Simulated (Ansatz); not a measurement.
## What spin–orbit coupling does to the bands of NaI

```yaml
crystal:
  lattice:
    - [0.00000, 3.23640, 3.23640]
    - [3.23640, 0.00000, 3.23640]
    - [3.23640, 3.23640, 0.00000]
  atoms:
    - { symbol: Na, position: [0.00000, 0.00000, 0.00000] }
    - { symbol: I, position: [0.50000, 0.50000, 0.50000] }
```

Atom numbers follow the list: Na1, I2.

The cell is COD entry 9008681, as deposited and not checked against the literature; nothing was relaxed.

Levels of theory: DFT, PBE, all-electron LAPW, scalar-relativistic (Ansatz 0.2.0); DFT, PBE, all-electron LAPW, Dirac equation with spin-orbit coupling (Ansatz 0.2.0).

Settings: a Γ-centred 8×8×8 k mesh, Fermi–Dirac smearing of 0.02 eV, basis error target 1 meV/atom, no spin polarisation.

Levels between -4 and 3 eV, each run counted from its own valence-band top. Scalar levels are listed once for both spins; with the coupling every spinor state is counted. Levels near the edges of the range can cross them.

Problem. At Γ (0.000, 0.000, 0.000) the scalar-relativistic levels are 0.00 (×3). What are they with spin–orbit coupling?

Solution. -1.08 (×2), 0.00 (×4).

Problem. At X (0.500, 0.000, 0.500) the scalar-relativistic levels are -1.90, -0.74 (×2). What are they with spin–orbit coupling?

Solution. -2.40 (×2), -1.27 (×2), -0.79 (×2).

Problem. At L (0.500, 0.500, 0.500) the scalar-relativistic levels are -2.18, -0.28 (×2). What are they with spin–orbit coupling?

Solution. -2.62 (×2), -0.90 (×2), -0.30 (×2).

Problem. Without the coupling the gap is 3.64 eV, direct at Γ. And with it?

Solution. 3.31 eV, direct at Γ.
